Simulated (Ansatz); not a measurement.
Relaxed-ion elastic tensor of Ti3SiC2 in space group P6_3/mmc (No. 194; Ti on 4f, Ti on 2a, Si on 2b, C on 4f) in GPa (Voigt order), DFT-r²SCAN in the program Ansatz with PAW potentials; density 4.51 g/cm³, 12.00 Å³ per atom.

```json
[
 {"": "1", "1": "382", "2": "91.3", "3": "105", "4": "0.0", "5": "0.0", "6": "0.0"},
 {"": "2", "1": "91.3", "2": "382", "3": "105", "4": "0.0", "5": "0.0", "6": "0.0"},
 {"": "3", "1": "105", "2": "105", "3": "375", "4": "0.0", "5": "0.0", "6": "0.0"},
 {"": "4", "1": "0.0", "2": "0.0", "3": "0.0", "4": "163", "5": "0.0", "6": "0.0"},
 {"": "5", "1": "0.0", "2": "0.0", "3": "0.0", "4": "0.0", "5": "163", "6": "0.0"},
 {"": "6", "1": "0.0", "2": "0.0", "3": "0.0", "4": "0.0", "5": "0.0", "6": "145"}
]
```

Problem. Is the crystal mechanically stable?

Solution. Yes: the smallest eigenvalue of C is 145 GPa.

Problem. Work out the Voigt, Reuss and Hill averages.

Solution. K_V = 193, K_R = 193, K_H = 193; G_V = 150, G_R = 149, G_H = 150 GPa.

Problem. Give Young's modulus, Poisson's ratio, Pugh's ratio and the universal anisotropy index.

Solution. E = 9KG/(3K + G) = 357 GPa; ν = 0.19; K/G = 1.29 (brittle by the Pugh limit of 1.75); A_U = 5G_V/G_R + K_V/K_R − 6 = 0.03.

Problem. Estimate the sound speeds and the Debye temperature.

Solution. v_l = √((K + 4G/3)/ρ) = 9330 m/s, v_t = √(G/ρ) = 5760 m/s, mean 6350 m/s; Θ = (h/k)(3n/4πV)^(1/3) v_m = 826 K.

Problem. Solve the Christoffel equation for the three sound speeds along x, y, z.

Solution. Eigenvalues of C_ijkl n_j n_l equal ρv². In km/s, slowest first: x 5.68, 6.00, 9.20; y 5.68, 6.00, 9.20; z 6.00, 6.00, 9.11.

Problem. How much does each axis shrink under pressure?

Solution. Linear compressibilities β_i = Σ_j S_ij (j = 1 to 3): x 1.7, y 1.7, z 1.7 per TPa.

The cell was relaxed with r²SCAN under the symmetry of its start; of distortions, only those at the zone centre were tested. The run is not spin-polarised. As this level gives no gap, shear constants depend on the k-mesh and smearing (Fermi–Dirac, 0.1 eV here).

Potentials: the earlier of the program's two PAW sets.
